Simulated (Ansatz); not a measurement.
## Worked example: SiH3(SH) + C3H8S2 → SiH2(SH)2 + C3H8S

Species: SiH3(SH), singlet; C3H8S2 `SCCCS`, singlet; SiH2(SH)2, singlet; C3H8S (1-propanethiol) `CCCS`, singlet. The partners trade H for SH: Si–H and C–SH bonds give way to Si–SH and C–H.

Shapes, held fixed at every level: PBE0-D4/def2-TZVP. Flexible molecules stand in one conformer, not always the lowest. Programs: Ansatz 0.2.0. Electronic energies: no zero-point or thermal term.

At CCSD(T)/CBS estimate; 1 Eh = 2625.50 kJ/mol:

```
  species   energy (Eh)
 SiH3(SH)   -689.273356
   C3H8S2   -914.523127
SiH2(SH)2  -1087.086349
    C3H8S   -516.752019
```

Question: Work out ΔE of the reaction at this level.

Answer: 
1. Products less reactants: (-1087.086349) + (-516.752019) − [(-689.273356) + (-914.523127)] = -0.041885 Eh = -110.0 kJ/mol.

Other levels give -109.9 (B3LYP-D4/def2-TZVPP) to -107.2 kJ/mol (wB97X-V/def2-TZVPP). No measured value is set beside it here. The CBS estimate extrapolates MP2 from def2-TZVPP and def2-QZVPP and adds CCSD(T) − MP2 in the triple-zeta set, cores frozen.
